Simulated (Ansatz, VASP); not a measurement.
## ZnS (Wurtzite-6H): VASP beside Ansatz

Contents of INCAR:

```
SYSTEM = ZnS
  ALGO = Fast
  EDIFF = 1E-8
  ENCUT = 520
  GGA = PE
  ISIF = 2
  ISMEAR = -1
  LASPH = .True.
  LCHARG = .False.
  LEFG = .True.
  LREAL = .False.
  LWAVE = .False.
  NBANDS = 66
  NELM = 60
  PREC = Accurate
  SIGMA = 0.02
```

KPOINTS

```
k-points
0
Gamma
  8 8 2
  0 0 0
```

File POSCAR:

```
ZnS
1.0
    3.8120000000      0.0000000000      0.0000000000
   -1.9060000000      3.3012888392      0.0000000000
    0.0000000000      0.0000000000     18.6899900000
Zn S
6 6
Direct
    0.0000000000      0.0000000000      0.0000000000
    0.0000000000      0.0000000000      0.5000000000
    0.3333333333      0.6666666667      0.1666700000
    0.6666666667      0.3333333333      0.6666700000
    0.6666666667      0.3333333333      0.3333300000
    0.3333333333      0.6666666667      0.8333300000
    0.0000000000      0.0000000000      0.1250000000
    0.0000000000      0.0000000000      0.6250000000
    0.3333333333      0.6666666667      0.2916700000
    0.6666666667      0.3333333333      0.7916700000
    0.6666666667      0.3333333333      0.4583300000
    0.3333333333      0.6666666667      0.9583300000
```

Input for Ansatz:

```yaml
crystal:
  lattice:
    - [3.812, 0.0, 0.0]
    - [-1.906, 3.3012888392, 0.0]
    - [0.0, 0.0, 18.68999]
  atoms:
    - { symbol: Zn, position: [0.0, 0.0, 0.0] }
    - { symbol: Zn, position: [0.0, 0.0, 0.5] }
    - { symbol: Zn, position: [0.3333333333, 0.6666666667, 0.16667] }
    - { symbol: Zn, position: [0.6666666667, 0.3333333333, 0.66667] }
    - { symbol: Zn, position: [0.6666666667, 0.3333333333, 0.33333] }
    - { symbol: Zn, position: [0.3333333333, 0.6666666667, 0.83333] }
    - { symbol: S, position: [0.0, 0.0, 0.125] }
    - { symbol: S, position: [0.0, 0.0, 0.625] }
    - { symbol: S, position: [0.3333333333, 0.6666666667, 0.29167] }
    - { symbol: S, position: [0.6666666667, 0.3333333333, 0.79167] }
    - { symbol: S, position: [0.6666666667, 0.3333333333, 0.45833] }
    - { symbol: S, position: [0.3333333333, 0.6666666667, 0.95833] }
kpoints:
  mp_grid: { grid: [8, 8, 2] }
scf:
  occupations: { method: fermi_dirac, width: 0.02 }
hamiltonian:
  xc: pbe
  pseudopotentials: { kind: paw }
output:
  forces: true
  stress: true
  populations: true
  efg:
    quadrupole_moments_barn: { Zn: 0.122, S: -0.0694 }
    contact_densities: true
  write_density: true
  write_potential: true
  elf: true
  volumetric_format: npy
```

Alike in both runs: task electric field gradients; functional PBE; k mesh 8 × 8 × 2; occupations fermi-dirac, width 0.02 eV; no spin polarisation.

```csv
,VASP,Ansatz
version,VASP 6.6.1,Ansatz 0.2.0
potentials or method,"VASP PAW PBE potentials, release 64 (Zn, S)","plane-wave PAW, scalar-relativistic"
plane-wave cutoff (eV),520,420
valence electrons in the cell,108,108
```

VASP gave:

- gap on the k mesh at the Fermi level (eV): 2.17
- pressure (GPa): 2.3
- rms of the force components (eV/Å): 0.010
- Vzz of the field gradient on the site that differs most (V/Å²): -0.7

**Question.** Estimate Ansatz's values.

**Answer.** gap on the k mesh at the Fermi level (eV): 2.16; pressure (GPa): 2.1; rms of the force components (eV/Å): 0.010; Vzz of the field gradient on the site that differs most (V/Å²): -0.8.

Atom by atom the forces differ by 0.001 eV/Å (rms over components). With one functional, cell and mesh, what is left measures potentials, basis and numerics.

Expect the measured gap to be larger: semilocal functionals such as PBE lack the derivative discontinuity. A k mesh can miss the band edges.
